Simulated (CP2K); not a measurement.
Crystal: Bi.

```
Bi
1.0
     4.68864    0.00000    0.00000
     0.50276    4.66161    0.00000
    -0.93768   -0.84199    3.11355
Bi
2
Cartesian
  3.1055 2.7886 2.6695
  1.1482 1.0311 0.4440
```

This isn't the form of Bi at room conditions, which is rhombohedral.

- Program: CP2K 2026.2
- Task: single point
- Functional: PBEsol
- Potentials or basis: POTENTIAL_UZH Bi GTH-PBE-q5; TZVP-MOLOPT-PBE-GTH basis
- Density cutoff: 6123 eV
- k mesh: 6 × 6 × 9
- Occupations: fermi-dirac, width 0.05 eV
- Spin: no spin polarisation

On this cell: pressure -0.3 GPa; largest force 0.015 eV/Å; band gap on the k mesh none (metal or under the smearing width).

The same run follows on a disturbed copy (atoms moved at random, drawn with an rms of 0.05 Å):

```xyz
2
Lattice="4.6886 0.0000 0.0000 0.5028 4.6616 0.0000 -0.9377 -0.8420 3.1136" Properties=species:S:1:pos:R:3 pbc="T T T"
Bi    3.0992    2.7887    2.6437
Bi    1.1501    1.0579    0.4507
```

Question: What does the disturbed cell give?

Answer: The energy (extrapolated to zero smearing) moves by +0.5 meV/atom; pressure -0.4 GPa; largest force 0.065 eV/Å; band gap on the k mesh none (metal or under the smearing width).

Forces in eV/Å, atoms in the order of the input:
```
Bi   0.027  0.053  0.025
Bi  -0.027 -0.053 -0.025
```

Stress tensor (GPa, compression positive):
```
-0.76  0.30 -0.27
 0.30 -0.86 -0.27
-0.27 -0.27  0.32
```

Caveats: the potentials were made for another functional, which shifts forces and pressure; spin-orbit coupling is left out, which moves the levels of the heavy elements; the basis of atomic orbitals isn't converged, which shifts pressures, moduli and gaps.
